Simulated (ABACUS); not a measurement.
Crystal: Na.

```
CELL_PARAMETERS angstrom
-2.14100 2.14100 2.14100
2.14100 -2.14100 2.14100
2.14100 2.14100 -2.14100
ATOMIC_POSITIONS crystal
Na 0.00000 0.00000 0.00000
```

Base run:

| Quantity | Value |
| --- | --- |
| Program | ABACUS 3.10.1 |
| Functional | rPW86PBE |
| Potentials or basis | SG15 ONCV 1.2 PBE |
| Cutoff | 1211 eV |
| Density cutoff | 4844 eV |
| Basis | plane waves |
| k mesh | 7 × 7 × 7 |
| Occupations | fermi-dirac, width 0.05 eV |
| Spin | no spin polarisation |

Its results: band gap on the k mesh none (metal or under the smearing width); pressure -0.5 GPa.

Task: The run is repeated on the same cell with these changes: functional from rPW86PBE to HCTH407; potentials or basis from SG15 ONCV 1.2 PBE to Ansatz NC PBE. What comes out?

Result: Band gap on the k mesh none (metal or under the smearing width); pressure 0.1 GPa.

Caveats: the potentials were made for another functional, which shifts forces and pressure.
